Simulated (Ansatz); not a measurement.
# Silver, simple cubic: HSE06 at the PBE geometry

Aim: see what exact exchange does to the levels, and what it costs. Spin polarisation is left out. The geometry was relaxed under PBE beforehand and is kept. Exact exchange is dear, so the k-mesh is coarse, and PBE is run on the same mesh for comparison.

Computed with Ansatz 0.2.0 (DFT, plane waves (420 eV) with PBE-made PAW files, scalar-relativistic; functionals as named at each step, unless a step says otherwise).

## 1. The starting structure

The structure is cubic, space group Pm-3m (No. 221). The conventional cell has a = 2.752 Å, b = 2.752 Å, c = 2.752 Å, α = 90.00°, β = 90.00°, γ = 90.00°. Around Ag (site symmetry m-3m) lie 6 Ag at 2.75 Å.

As a file:

```cif
data_structure
_symmetry_space_group_name_H-M 'Pm-3m'
_symmetry_Int_Tables_number 221
_cell_length_a 2.7522
_cell_length_b 2.7522
_cell_length_c 2.7522
_cell_angle_alpha 90.000
_cell_angle_beta 90.000
_cell_angle_gamma 90.000
_cell_volume 20.85
loop_
_atom_site_label
_atom_site_type_symbol
_atom_site_symmetry_multiplicity
_atom_site_Wyckoff_symbol
_atom_site_fract_x
_atom_site_fract_y
_atom_site_fract_z
_atom_site_occupancy
Ag1 Ag 1 a 0.00000 0.00000 0.00000 1
```

## 2. PBE, coarse mesh

The run with PBE.

Contents of input.yaml:

```yaml
crystal:
  lattice:
    - [2.7521713452, 0.0, 0.0]
    - [0.0, 2.7521713452, 0.0]
    - [0.0, 0.0, 2.7521713452]
  atoms:
    - { symbol: Ag, position: [0.0, 0.0, 0.0] }
hamiltonian:
  xc: pbe
  pseudopotentials:
    kind: paw
    azcp:
      Ag: "pseudopotentials/Ag.paw.azcp"
basis:
  ecutwfc: 420
  fft_grid_basis: typed
kpoints:
  mp_grid: { grid: [6, 6, 6], shift: [0, 0, 0] }
magnetization:
  spin_polarized: false
scf:
  occupations: { method: fermi_dirac, width: 0.1 }
```

Run with:

```
ansatz run input.yaml --threads 4 --pin off --max-ram 8192MiB --backend cpu --events-out ev --progress --plain --runs-dir out
```

Output, cut to the lines that bear on the results:

```text
Warning: RAYON_NUM_THREADS=4 ignored (pool sized by the plan → 4); use --threads N
[...]
Pseudopotentials: kind: paw
Pseudopotential: Ag, paw, valence charge 19, recommended cutoff 420 eV (normal), <dir>
Functional definition: PBE
[...]
Crystal: 1 atoms, lattice volume = 20.846 Å³
Basis set: ecut = 420 eV, 437 PW (Γ)
Bands: 14, of which v1, the nominal top of the filled ones, is band 10 counted from 1 (9 counted from 0)
Symmetry: 48 space group operations
Space group: Pm-3m (ITA 221), of the structure as read, at distance tolerance 2.8e-5 Å
k-points: 20 of 216
[...]
SCF iter   1: F=—  HF=-7590.234050 eV  |F-HF|=—  |Δ(HF+E_count)|=         —  Δρ=1.36e-3  dr2=2.66e-4  ethr=1.77e-3  ⟨swp⟩=4.8  Hψ=1397  notcnv=0
[...]
SCF iter   6: F=-7590.234302 eV  HF=-7590.234302 eV  |F-HF|=4.55e-12  |Δ(HF+E_count)|=   1.19e-9  Δρ=2.63e-7  dr2=9.49e-12  ethr=3.88e-12  ⟨swp⟩=1.0  Hψ=752  notcnv=0
[...]
SCF converged after 6 iterations
Free energy (F): -7590.234302 eV
[...]
E sigma→0 (E₀):  -7590.226323 eV
Entropy (-TS):   -0.015959 eV (-15.959 meV/atom)
Fermi energy:    13.257287 eV
[...]
```

Wall time 0.16 s (4 threads of Intel Xeon 6975P-C (Granite Rapids), shared host); peak memory 0.31 GiB.

## 3. HSE06 on the coarse mesh

The run with HSE06.

Changes to input.yaml since step 2:

```diff
@@ -8,3 +8,3 @@
 hamiltonian:
-  xc: pbe
+  xc: hse06
   pseudopotentials:
@@ -22 +22,6 @@
   occupations: { method: fermi_dirac, width: 0.1 }
+output:
+  write_density: true
+  write_potential: true
+  elf: true
+  volumetric_format: npy
```

Run with:

```
ansatz run input.yaml --threads 4 --pin off --max-ram 8192MiB --backend cpu --events-out ev --progress --plain --runs-dir out
```

Output, cut to the lines that bear on the results:

```text
Warning: RAYON_NUM_THREADS=4 ignored (pool sized by the plan → 4); use --threads N
[...]
[... 2 set-up lines as earlier in the session ...]
Functional definition: HSE06
[...]
Crystal: 1 atoms, lattice volume = 20.846 Å³
Basis set: ecut = 420 eV, 437 PW (Γ)
Bands: 14, of which v1, the nominal top of the filled ones, is band 10 counted from 1 (9 counted from 0)
[... 2 set-up lines as earlier in the session ...]
k-points: 20 of 216
[...]
SCF iter   1: F=—  HF=-7590.234714 eV  |F-HF|=—  |Δ(HF+E_count)|=         —  Δρ=2.91e-3  dr2=1.38e-3  ethr=1.77e-3  ⟨swp⟩=9.2  Hψ=1245  notcnv=0
[...]
Frozen-core exchange: fock
[...]
SCF 2 stopped early in 6 iterations: F = -7593.466294 eV  dr2 = 3.88e-7
hybrid outer 1: dexx = +4.965e-3 eV, tail = 1.35e-5 eV
[...]
Frozen-core exchange: fock
[...]
hybrid outer 2: dexx = +2.004e-7 eV, tail = 6.22e-8 eV, Δε = 1.89e-3 eV (about 1.29e-4 eV left of the loop's levels)
hybrid SCF converged: 2 outer / 8 inner (+5 warm-up), last move |dexx| = 2.00e-7 eV, tail = 6.22e-8 eV
Stability not checked: this state was not tested for a lower state beside it, because the functional holds exact exchange (a hybrid, or Hartree-Fock), whose exchange loop this test does not read (fock_operator; see scf.lower_state_search)
Free energy (F): -7593.466384 eV
Frozen-core exchange: fock
[...]
E sigma→0 (E₀):  -7593.458386 eV
Entropy (-TS):   -0.015996 eV (-15.996 meV/atom)
Fermi energy:    13.216052 eV
[...]
--- Band table (eV; the first three rows and the last of 20) ---
  k-point 0: bands = ["-83.5985", "-45.6667", "-45.6667", "-45.6667", "5.9584", "6.0025", "6.0025", "9.0168", "9.0168", "9.0168", "27.9148", "27.9148"]
[...]
  guard bands above this table: 2 of the run's 14 bands. The solve was not asked for them (output.publish_guard_bands: true or output.eigenvalues: true publishes all)
```

Wall time 2 s (4 threads of Intel Xeon 6975P-C (Granite Rapids), shared host); peak memory 0.74 GiB.

Density in a lattice plane of the grid's cell (edges 2.75 and 2.75 Å, at 0.000 of the third edge), which holds Ag.

Values in e/Å³, 12 rows by 12 columns:
```
17.35 14.27  8.31  3.34  0.99  0.36  0.24  0.36  0.99  3.34  8.31 14.27
10.10  8.31  4.80  1.92  0.64  0.27  0.20  0.27  0.64  1.92  4.80  8.31
 4.08  3.34  1.92  0.84  0.36  0.19  0.15  0.19  0.36  0.84  1.92  3.34
 1.18  0.99  0.64  0.36  0.20  0.13  0.11  0.13  0.20  0.36  0.64  0.99
 0.40  0.36  0.27  0.19  0.13  0.10  0.09  0.10  0.13  0.19  0.27  0.36
 0.25  0.24  0.20  0.15  0.11  0.09  0.08  0.09  0.11  0.15  0.20  0.24
 0.40  0.36  0.27  0.19  0.13  0.10  0.09  0.10  0.13  0.19  0.27  0.36
 1.18  0.99  0.64  0.36  0.20  0.13  0.11  0.13  0.20  0.36  0.64  0.99
 4.08  3.34  1.92  0.84  0.36  0.19  0.15  0.19  0.36  0.84  1.92  3.34
10.10  8.31  4.80  1.92  0.64  0.27  0.20  0.27  0.64  1.92  4.80  8.31
17.35 14.27  8.31  3.34  0.99  0.36  0.24  0.36  0.99  3.34  8.31 14.27
21.14 17.35 10.10  4.08  1.18  0.40  0.25  0.40  1.18  4.08 10.10 17.35
```
Columns run along the first of these edges and rows up along the second, over one cell in 12 and 12 even steps from the bottom left corner. Atoms in the plane (fractional): Ag at (0.00, 0.00).

ELF in the same plane.

Ten even steps from ' ' (0.14) to '@' (0.87):
```
@@@@%%##**++==--::..          ..::--==++**##%%@@
%%%%##****++==--::..          ..::--==++****##%%
##******++==--::..              ..::--==++******
++++++++==----::..              ..::----==++++++
========--::::..                  ..::::--======
------::::....                      ....::::----
..........                              ........
                                                
                                                
                                                
                                                
                                                
..........                              ........
------::::....                      ....::::----
========--::::..                  ..::::--======
++++++++==----::..              ..::----==++++++
##******++==--::..              ..::--==++******
%%%%##****++==--::..          ..::--==++****##%%
@@@@%%##**++==--::..          ..::--==++**##%%@@
@@@@%%##**++==--::..          ..::--==++**##%%@@
```
Columns run along the first of these edges and rows up along the second, over one cell in 24 and 20 even steps from the bottom left corner. Atoms in the plane (fractional): Ag at (0.00, 0.00).

Both are smooth fields of the valence electrons: close to the nuclei they are not physical.

## 4. The functionals compared

```
functional               gap on the mesh  Fermi energy (eV)  SCF cycles  exchange loops  CPU time
       PBE  none (levels filled in part)             13.257           6               -    0.29 s
     HSE06  none (levels filled in part)             13.216          13               2     5.2 s
```

## 5. Summary of results

| quantity | value |
| --- | --- |
| PBE: gap | none (levels filled in part) |
| HSE06: gap | none (levels filled in part) |
| HSE06: SCF cycles, exchange loops | 13, 2 |
| HSE06: CPU time over that of PBE | 18 |
| HSE06: relative to fcc | +360 meV/atom |

Neither PBE nor HSE06 shows a clean gap on this mesh. The hybrid took 18 times as much CPU time as PBE on the same settings. HSE06 needed 2 outer loops of the exchange operator. To compare with dense-mesh energies, the change of PBE from this mesh and smearing to its dense run (+4.6 meV/atom, from a run not shown) is added. Under HSE06 it lies 360 meV/atom above fcc (computed apart in the same way); on such meshes a few tens of meV are uncertain for metals. Absolute energies differ from functional to functional, by eV per atom at times, and say nothing by themselves.
